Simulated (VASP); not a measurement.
Set up this calculation in VASP 6.6.1, as the native input.

```
Task                   : single point
Functional             : PBE
Potentials or basis    : VASP PAW PBE potentials, release 64 (Al, H)
Cutoff                 : 520 eV
k mesh                 : 6 × 6 × 6
Occupations            : gaussian, width 0.1 eV
Spin                   : no spin polarisation
Dipole correction      : no
Further INCAR settings : ALGO = Normal; EDIFF = 1e-06; NBANDS = 13
```

The structure of AlH5 lies in POSCAR:

```
AlH5
1.0
    3.5079835919      0.0000000000      0.0000000000
   -1.7539917959      3.0380029066      0.0000000000
    0.0000000000      0.0000000000      2.7207387430
Al H
1 5
Direct
    0.0000000000      0.0000000000      0.0000000000
    0.5000000000      0.0000000000      0.5000000000
    0.5000000000      0.5000000000      0.5000000000
    0.0000000000      0.5000000000      0.5000000000
    0.3333333333      0.6666666667      0.0000000000
    0.6666666667      0.3333333333      0.0000000000
```

The cell was built by a generator and needn't be a form met in nature.

The cell isn't the ideal one: species swapped into the PrPt5 type (P6/mmm, No. 191).

These files were run (other wordings do the same):

INCAR

```
SYSTEM = AlH5
PREC = Accurate
ENCUT = 520
EDIFF = 1E-6
ISMEAR = 0
SIGMA = 0.1
LREAL = .False.
LASPH = .True.
NELM = 60
ALGO = Normal
ISIF = 2
LWAVE = .False.
LCHARG = .False.
GGA = PE
NBANDS = 13
```

KPOINTS

```
regular mesh
0
Gamma
  6 6 6
  0 0 0
```

Potentials or basis: VASP PAW PBE potentials, release 64 (Al, H).

Run with:

```console
$ cat potpaw_PBE.64/Al/POTCAR potpaw_PBE.64/H/POTCAR > POTCAR
$ mpirun -np 1 vasp_std > vasp.out
```

It gave:

- Pressure: -0.5 GPa
- Band gap on the k mesh: none (metal or under the smearing width)

Caveat: the k mesh is coarse (spacing up to 0.38 Å⁻¹), so the values aren't converged.

It took 10 s on 1 thread of AMD EPYC 7R13 Processor (Zen 3) (shared host), peak memory 0.1 GiB.
